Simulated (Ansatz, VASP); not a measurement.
# Li2S in VASP and in Ansatz

```
CELL_PARAMETERS angstrom
0.00000 2.85226 2.85226
2.85226 0.00000 2.85226
2.85226 2.85226 0.00000
ATOMIC_POSITIONS crystal
Li 0.25000 0.25000 0.25000
Li 0.75000 0.75000 0.75000
S 0.00000 0.00000 0.00000
```

Alike in both runs: functional PBE; k mesh 8 × 8 × 8; occupations gaussian, width 0.02 eV; no spin polarisation.

Ansatz relaxed the structure, and its values are those at the end. VASP's run is a single point on that final structure, the one shown.

```csv
,VASP,Ansatz
version,VASP 6.6.1,Ansatz 0.2.0
potentials or method,"VASP PAW PBE potentials, release 64 (Li_sv, S)","scalar-relativistic, plane waves, PAW"
plane-wave cutoff (eV),520,420
valence electrons in the cell,12,12
```

|  | VASP | Ansatz | Ansatz less VASP |
| --- | --- | --- | --- |
| gap on the k mesh at the Fermi level (eV) | 3.39 | 3.39 | +0.003 |
| least direct gap on the mesh (eV) | 4.26 | 4.25 | -0.010 |

 A k mesh can miss the band edges.
